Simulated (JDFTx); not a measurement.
# Nb under changes of volume

One of the cells (18.428 Å³/atom); the others are scaled copies at fixed shape and fractional positions:

```xyz
1
Lattice="-1.6640 1.6640 1.6640 1.6640 -1.6640 1.6640 1.6640 1.6640 -1.6640" Properties=species:S:1:pos:R:3 pbc="T T T"
Nb    0.0000    0.0000    0.0000
```

```yaml
Program: JDFTx 1.7.0 (patched build)
Functional: PBEsol
Potentials_or_basis: PseudoDojo-SR-PBEsol-0.4.1-standard with smoothed tails
Cutoff: 1116 eV
Density_cutoff: 4463 eV
k_mesh: 11 × 11 × 11
Occupations: fermi-dirac, width 0.05 eV
Spin: no spin polarisation
```

```tsv
volume (Å³/atom)	energy over the lowest point (meV/atom)	pressure (GPa)
17.322	2.59	3.0
17.691	0.00	-0.9
18.060	?	?
18.428	19.51	-7.7
18.797	40.41	-10.7
19.165	67.93	-13.4
19.534	101.46	-15.8
```

**Question.** What does the run at 18.060 Å³/atom give?

**Answer.** Energy over the lowest point 5.84 meV/atom; pressure -4.4 GPa.

Worked out: A Birch-Murnaghan fit of order 3 (a polynomial in V^(-2/3)) to the other rows has its minimum at 17.62 Å³/atom with B0 = V·E''(V) = 179 GPa and B' = 3.0. It gives 5.86 meV/atom at 18.060 Å³/atom, against the run's 5.84, and -dE/dV = -4.3 GPa, against -4.4.

Energies are extrapolated to zero smearing.
